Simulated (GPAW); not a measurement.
# GaN (F-43m) in GPAW: notebook

One crystal, GaN, is run at these levels: PBEsol, RPBE, r2SCAN+D4; tasks: equation of state, band structure.

All numbers are computed with GPAW 26.7.0; they aren't measurements. Logs are shortened: lines on timing, memory, paths and dates and some standing lists are left out, and cuts for length are marked. The log counts tension as positive stress, the text compression.

**The experiment to reproduce.**

A printed reference work, textbook reports, for a bulk crystal of GaN at 0 K: band gap 3.299 eV (direct).

The runs below are set against these values where they give the same quantity.

## Step 1: Starting point

It takes space group F-43m (No. 216, cubic). Conventional cell: a = 4.507 Å, b = 4.507 Å, c = 4.507 Å, α = 90.00°, β = 90.00°, γ = 90.00°. Ga (site symmetry -43m) has 4 N at 1.95 Å as nearest neighbours. N (site symmetry -43m) has 4 Ga at 1.95 Å as nearest neighbours.

The cell is a database's computed one.

## Step 2: Equation of state, PBEsol

Contents of run.py:

```python
from ase.eos import EquationOfState
from ase.io import Trajectory, read
from ase.units import GPa
from gpaw import GPAW, PW, setup_paths

setup_paths.insert(0, '.')

atoms = read('GaN.cif')

traj = Trajectory('eos.traj', 'w')
volumes, energies = [], []
for x in [0.94, 0.96, 0.98, 1.0, 1.02, 1.04, 1.06]:
    a = atoms.copy()
    a.set_cell(atoms.cell * x**(1 / 3), scale_atoms=True)
    calc = GPAW(mode=PW(800),
                xc='PBEsol',
                kpts={'size': (10, 10, 10), 'gamma': True},
                occupations={'name': 'fermi-dirac', 'width': 0.05},
                nbands=11,
                convergence={'density': 1e-05, 'energy': 1e-05},
                maxiter=150,
                txt=f'eos-{x:.2f}.txt')
    a.calc = calc
    energies.append(a.get_potential_energy(force_consistent=True))
    volumes.append(a.get_volume())
    p = -a.get_stress()[:3].mean() / GPa
    calc.write(f'eos-{x:.2f}.gpw')
    traj.write(a)
    print(f'{x:.2f} {volumes[-1]:10.4f} A^3 {energies[-1]:14.6f} eV {p:9.3f} GPa', flush=True)

v0, e0, B = EquationOfState(volumes, energies, eos='birchmurnaghan').fit()
print(f'V0 = {v0:.4f} A^3, E0 = {e0:.6f} eV, B0 = {B / GPa:.2f} GPa')
```

Contents of GaN.cif:

```cif
data_GaN
_cell_length_a 3.18693112
_cell_length_b 3.18693112
_cell_length_c 3.18693112
_cell_angle_alpha 60.00000000
_cell_angle_beta 60.00000000
_cell_angle_gamma 60.00000000
_space_group_name_H-M_alt 'P1'
_space_group_name_Hall 'P 1'
_space_group_IT_number 1
loop_
_space_group_symop_operation_xyz
'x,y,z'
loop_
_atom_site_label
_atom_site_type_symbol
_atom_site_symmetry_multiplicity
_atom_site_Wyckoff_symbol
_atom_site_fract_x
_atom_site_fract_y
_atom_site_fract_z
_atom_site_occupancy
Ga1 Ga 1 a 0.0000000000 0.0000000000 0.0000000000 1
N1 N 1 a 0.2500000000 0.2500000000 0.2500000000 1
```

Potentials or basis: PAW data sets generated in the run's folder for this functional, pw.

On the command line:

```
> gpaw-setup -f PBEsol Ga N
> OMP_NUM_THREADS=1 python run.py
```

Log:

```text
__  _  _
 | _ |_)|_||  |
 |__||  | ||/\| - 26.7.0

Input parameters:
  mode=PW(ecut=800.0),
  convergence={'density': 1e-05, 'energy': 1e-05},
  kpts=MonkhorstPack(size=(10, 10, 10), gamma=True),
  maxiter=150,
  nbands=11,
  occupations=Occupations(name='fermi-dirac', width=0.05),
  xc=XC(name='PBEsol')

Diagonalizing LCAO Hamiltonian
Converting LCAO to pw mode

            N
       Ga

Atoms  # Å, Bohr magnetons
|   | symbol |        x |        y |        z |    initial magnetic moments |
|---|--------|----------|----------|----------|-----------------------------|
| 0 |     Ga | 0.000000 | 0.000000 | 0.000000 | ( 0.0000,  0.0000,  0.0000) |
| 1 |      N | 1.560937 | 0.901207 | 0.637250 | ( 0.0000,  0.0000,  0.0000) |

Unit cell  # Å
| periodic |        x |        y |        z |  lengths |    angles |
|----------|----------|----------|----------|----------|-----------|
|      yes | 3.121873 | 0.000000 | 0.000000 | 3.121873 | 60.000000 |
|      yes | 1.560937 | 2.703622 | 0.000000 | 3.121873 | 60.000000 |
|      yes | 1.560937 | 0.901207 | 2.548999 | 3.121873 | 60.000000 |

Number of symmetries: 24
Symmetry operations  # r_c * U_cc + t_c -> r_c
|    | kind |            matrix            |
|----|------|------------------------------|
|  0 |  E   |  1, 0, 0,  0, 1, 0,  0, 0, 1 |
|  1 |  σ   |  1, 0, 0,  0, 0, 1,  0, 1, 0 |
|  2 |  σ   |  1, 0,-1,  0, 1,-1,  0, 0,-1 |
|  3 |  C3  |  1, 0,-1,  0, 0,-1,  0, 1,-1 |
|  4 |  C3  |  1,-1, 0,  0,-1, 1,  0,-1, 0 |
|  5 |  σ   |  1,-1, 0,  0,-1, 0,  0,-1, 1 |
|  6 |  σ   |  0, 1, 0,  1, 0, 0,  0, 0, 1 |
|  7 |  C3  |  0, 1, 0,  0, 0, 1,  1, 0, 0 |
|  8 |  C2  |  0, 1,-1,  1, 0,-1,  0, 0,-1 |
|  9 |  S4  |  0, 1,-1,  0, 0,-1,  1, 0,-1 |
| 10 |  C3  |  0, 0, 1,  1, 0, 0,  0, 1, 0 |
| 11 |  σ   |  0, 0, 1,  0, 1, 0,  1, 0, 0 |
| 12 |  S4  |  0, 0,-1,  1, 0,-1,  0, 1,-1 |
| 13 |  C3  |  0, 0,-1,  0, 1,-1,  1, 0,-1 |
| 14 |  S4  |  0,-1, 1,  1,-1, 0,  0,-1, 0 |
| 15 |  C2  |  0,-1, 1,  0,-1, 0,  1,-1, 0 |
| 16 |  C3  |  0,-1, 0,  1,-1, 0,  0,-1, 1 |
| 17 |  S4  |  0,-1, 0,  0,-1, 1,  1,-1, 0 |
| 18 |  S4  | -1, 1, 0, -1, 0, 1, -1, 0, 0 |
| 19 |  C3  | -1, 1, 0, -1, 0, 0, -1, 0, 1 |
| 20 |  C3  | -1, 0, 1, -1, 1, 0, -1, 0, 0 |
| 21 |  S4  | -1, 0, 1, -1, 0, 0, -1, 1, 0 |
| 22 |  σ   | -1, 0, 0, -1, 1, 0, -1, 0, 1 |
| 23 |  C2  | -1, 0, 0, -1, 0, 1, -1, 1, 0 |

BZ-sampling:
  Number of BZ points: 1000
  Number of IBZ points: 47

  Monkhorst-Pack size: [10, 10, 10]
  Monkhorst-Pack shift: [0.05, 0.05, 0.05]

K-points  # in reciprocal-cell coordinates
|     |                                coordinates |     weight |
|-----|--------------------------------------------|------------|
|   0 | (  0.00000000,   0.00000000,   0.00000000) | 0.00100000 |
|   1 | (  0.10000000,   0.10000000,   0.00000000) | 0.00600000 |
|   2 | (  0.10000000,   0.10000000,   0.10000000) | 0.00800000 |
|   3 | (  0.20000000,   0.10000000,   0.10000000) | 0.01200000 |
|   4 | (  0.20000000,   0.20000000,   0.00000000) | 0.00600000 |
|   5 | (  0.20000000,   0.20000000,   0.10000000) | 0.02400000 |
|   6 | (  0.20000000,   0.20000000,   0.20000000) | 0.00800000 |
|   7 | (  0.30000000,   0.20000000,   0.10000000) | 0.02400000 |
|   8 | (  0.30000000,   0.20000000,   0.20000000) | 0.02400000 |
|   9 | (  0.30000000,   0.30000000,   0.00000000) | 0.00600000 |
| ... |                                            |            |
|  46 | (  0.50000000,   0.50000000,   0.50000000) | 0.00400000 |

Plane wave coefficients: 1117
Cutoff: 800.0 eV

Spin-components: 1 (collinear spins)
Bands:           11
Projectors:      10
Spin-degeneracy: 2
Datatype:        complex128

Parallelization:
  kpt:    1
  domain: 1
  band:   1

Density:
  Valence electrons: 8.0
  Components: 1
  Grid points: [21 21 21]
  Charge: 0.0  # |e|

Potential:
  Grid points: [21 21 21]

species:
  Ga:
    name:    Gallium
    Z:       31.0
    valence: 3
    core:    28
    charge:  0.0  # [|e|]
    compensation charges:
      type: gauss
      rc: 0.37  # [Å]
      lmax: 2
    cutoffs:
      filter: 2.06  # [Å]
      core: 4.17  # [Å]
    projectors
    | kind |    occ | energy [eV] | rcut [Å] |
    |------|--------|-------------|----------|
    |   4s |  2.000 |      -8.959 |    1.164 |
    |   4p |  1.000 |      -2.572 |    1.164 |
    |    s |        |      18.252 |    1.164 |
    |    p |        |      24.640 |    1.164 |
    |    d |        |       0.000 |    1.164 |

    Using partial waves for Ga as LCAO basis

  N:
    name:    Nitrogen
    Z:       7.0
    valence: 5
    core:    2
    charge:  0.0  # [|e|]
    compensation charges:
      type: gauss
      rc: 0.18  # [Å]
      lmax: 2
    cutoffs:
      filter: 1.11  # [Å]
      core: 0.96  # [Å]
    projectors
    | kind |    occ | energy [eV] | rcut [Å] |
    |------|--------|-------------|----------|
    |   2s |  2.000 |     -18.455 |    0.603 |
    |   2p |  3.000 |      -7.035 |    0.529 |
    |    s |        |       8.756 |    0.603 |
    |    p |        |      20.177 |    0.529 |
    |    d |        |       0.000 |    0.577 |

    Using partial waves for N as LCAO basis

Reference energy: -54320.405483  # eV

eigensolver:
  PPCG
  Converge bands: occupied
  niter=2

density mixing:
  MSR1-Mixer
  Pratt-step length: 0.05
  Maximum mixing coefficient: 0.75
  Old densities: 10
  SVD Regularization: 0.005
  Good broyden scale: 1.0
  Trust region scale: 1.0
  Backstep threshold: 4.0
  History deletion threshold: 6.0
  Fourier metric: weight=20.0, sigma=0.015

occupation numbers:
  Fermi-Dirac:
    width: 0.0500  # eV

poisson solver:
  ecut: 6400.0  # eV

xc functional:
  name: PBEsol with 2 nearest neighbor stencil

convergence criteria:
- Maximum integral of absolute [dens]ity change: 1e-05 electrons / valence electron
- Maximum [total energy] change in last 3 cyles: 1e-05 eV / valence electron
- Maximum integral of absolute [eigenst]ate change: 4e-08 eV^2 / valence electron
maximum number of iterations: 150

SCF iterations
|iter     | |      energy | eigst |  dens |
|---------|-|-------------|-------|-------|
|iter:   1| |  -14.683948 | -0.14 |       |
|iter:   2| |  -14.212785 | -2.03 | -0.58 |
|iter:   3| |  -12.893251 | -0.68 | -0.63 |
|iter:   4| |  -12.888586 | -3.05 | -1.33 |
|iter:   5| |  -12.887981 | -3.40 | -1.61 |
|iter:   6| |  -12.887989 | -5.71 | -2.86 |
|iter:   7| |  -12.887996c| -6.47 | -3.22 |
|iter:   8| |  -12.887996c| -8.07c| -4.30 |
|iter:   9| |  -12.887996c| -8.63c| -5.01c|

Converged in 9 steps
Energy contributions relative to reference atoms: (reference = -54320.405483)

Energy contributions:
  Kinetic:          44.932379
  Coulomb:         -39.230047
  Zero:              0.154377
  External:          0.000000
  Xc:              -18.744705
  Entropy:          -0.000000
  Spinorbit:         0.000000
  ----------------------------
  Free energy:     -12.887996
  Extrapolated:    -12.887996

dipole moment: (-17.548710, -10.131752, -7.164231)  # |e|*Ang

Fermi level: 7.976
Eigenvalues  # (at kpt = [0.000, 0.000, 0.000])
| band index |      eig [eV] | occ [0-2] |
|------------|---------------|-----------|
|          0 |        -9.377 |     2.000 |
|          1 |         7.018 |     2.000 |
|          2 |         7.018 |     2.000 |
|          3 |         7.018 |     2.000 |
|          4 |         9.222 |     0.000 |
|          5 |        17.733 |     0.000 |
|          6 |        17.733 |     0.000 |
|          7 |        17.733 |     0.000 |
|          8 |        25.337 |     0.000 |
|          9 |        25.767 |     0.000 |
|         10 |        25.814 |     0.000 |

Gap: 2.205 eV
Transition (v -> c):
  (s=0, k=0, n=3, [0.00, 0.00, 0.00]) -> (s=0, k=0, n=4, [0.00, 0.00, 0.00])
No difference between direct/indirect transitions

Stress tensor  # eV/Ang^3
|         x |         y |         z |
|-----------|-----------|-----------|
| -0.144547 |  0.000000 |  0.000000 |
|  0.000000 | -0.144547 |  0.000000 |
|  0.000000 |  0.000000 | -0.144547 |

# Writing to eos-0.94.gpw (mode='')
```

eos-0.96.txt:

```text
SCF iterations
|iter     | |      energy | eigst |  dens |
|---------|-|-------------|-------|-------|
|iter:   1| |  -14.708417 | -0.15 |       |
|iter:   2| |  -14.242124 | -2.04 | -0.58 |
|iter:   3| |  -12.952685 | -0.70 | -0.63 |
|iter:   4| |  -12.948010 | -3.09 | -1.32 |
|iter:   5| |  -12.947322 | -3.44 | -1.60 |
[... 35 lines left out ...]
|          9 |        25.336 |     0.000 |
|         10 |        25.376 |     0.000 |

Gap: 2.065 eV
Transition (v -> c):
  (s=0, k=0, n=3, [0.00, 0.00, 0.00]) -> (s=0, k=0, n=4, [0.00, 0.00, 0.00])
No difference between direct/indirect transitions

Stress tensor  # eV/Ang^3
|         x |         y |         z |
|-----------|-----------|-----------|
| -0.106503 |  0.000000 |  0.000000 |
|  0.000000 | -0.106503 |  0.000000 |
|  0.000000 |  0.000000 | -0.106503 |

# Writing to eos-0.96.gpw (mode='')
```

Wall time 60 s (1 thread of AMD EPYC 9R14 (Zen 4), shared host); peak memory 0.24 GiB.

Results:

- Equilibrium volume: 11.84 Å³/atom
- Bulk modulus: 199 GPa
- Pressure derivative of the bulk modulus: 4.7

Energy against volume, from the lowest point:
| volume (Å³/atom) | energy (meV/atom) |
| --- | --- |
| 10.757 | 73.37 |
| 10.986 | 43.70 |
| 11.215 | 22.43 |
| 11.444 | 8.54 |
| 11.673 | 1.24 |
| 11.902 | 0.00 |
| 12.131 | 4.04 |

Caveat: the data sets keep Ga 3d, Li 1s and Be 1s frozen, and some such compounds lay over 1.5 % in volume off other programs.

(Part 1 of 2 ends here.)
